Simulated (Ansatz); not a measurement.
The system is Re.

```
Re
1.0
     2.76639    0.00000    0.00000
    -1.38319    2.39576    0.00000
     0.00000    0.00000    8.93885
Re
4
Direct
  0.66667 0.33333 0.75000
  0.00000 0.00000 0.50000
  0.33333 0.66667 0.25000
  0.00000 0.00000 0.00000
```

Base run:

* Program: Ansatz 0.2.0
* Functional: BLYP
* Potentials or basis: Ansatz PAW
* Cutoff: 420 eV (not typed: the program's choice for these potentials)
* k mesh: 11 × 11 × 3
* Occupations: fermi-dirac, width 0.05 eV
* Spin: no spin polarisation

Its results: band gap on the k mesh none (metal or under the smearing width); pressure 16.9 GPa.

Task: The run is repeated on the same cell with these changes: functional from BLYP to RPBE. What comes out?

Result: Band gap on the k mesh none (metal or under the smearing width); pressure 7.2 GPa.

Caveats: spin-orbit coupling is left out, which moves the levels of the heavy elements; the PAW data sets come from PBE, with cores solved anew for the run's functional, which leaves a small shift of forces and pressure; so large a pressure means that the cell lies far from this level's equilibrium, or that cutoff or potentials fall short (some runs).
